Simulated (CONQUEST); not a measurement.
# TePb under changes of volume

One of the cells (33.730 Å³/atom); the others are scaled copies at fixed shape and fractional positions:

```
CELL_PARAMETERS angstrom
4.56932 0.00000 0.00000
0.00000 4.56932 0.00000
0.00000 0.00000 6.46200
ATOMIC_POSITIONS crystal
Pb 0.00000 0.00000 0.00000
Pb 0.50000 0.50000 0.50000
Te 0.00000 0.00000 0.50000
Te 0.50000 0.50000 0.00000
```

```yaml
Program: CONQUEST 1.3
Functional: PBE
Potentials_or_basis: PseudoDojo NC PBE, DZP, grid of 48 × 48 × 64 points
k_mesh: 6 × 6 × 4
Occupations: fermi-dirac, width 0.05 eV
Spin: no spin polarisation
```

| volume (Å³/atom) | energy over the lowest point (meV/atom) | pressure (GPa) | gap on the mesh (eV) |
| --- | --- | --- | --- |
| 31.706 | 63.67 | 5.8 | 0.67 |
| 32.380 | ? | ? | ? |
| 33.055 | 25.37 | 3.4 | 0.77 |
| 33.730 | 13.15 | 2.4 | 0.81 |
| 34.404 | 5.10 | 1.4 | 0.85 |
| 35.079 | 0.95 | 0.5 | 0.88 |
| 35.753 | 0.00 | -0.1 | 0.91 |

**Question.** What does the run at 32.380 Å³/atom give?

**Answer.** Energy over the lowest point 41.83 meV/atom; pressure 4.5 GPa; gap on the mesh 0.72 eV.

Worked out: A Birch-Murnaghan fit of order 3 (a polynomial in V^(-2/3)) to the other rows has its minimum at 35.59 Å³/atom with B0 = V·E''(V) = 40 GPa and B' = 3.9. It gives 42.03 meV/atom at 32.380 Å³/atom, against the run's 41.83, and -dE/dV = 4.5 GPa, against 4.5. A parabola through the other rows of the gap, of slope 2.38 eV per unit of ln V there, gives 0.72 eV, against the run's 0.72.

Energies are extrapolated to zero smearing.

Caveats: spin-orbit coupling is left out, which as a rule narrows the gap of such compounds by several tenths of an eV; the basis of atomic orbitals isn't converged, which shifts pressures, moduli and gaps; the real-space grid breaks the cell's symmetry a little (some runs).

A mesh can miss the band edges.
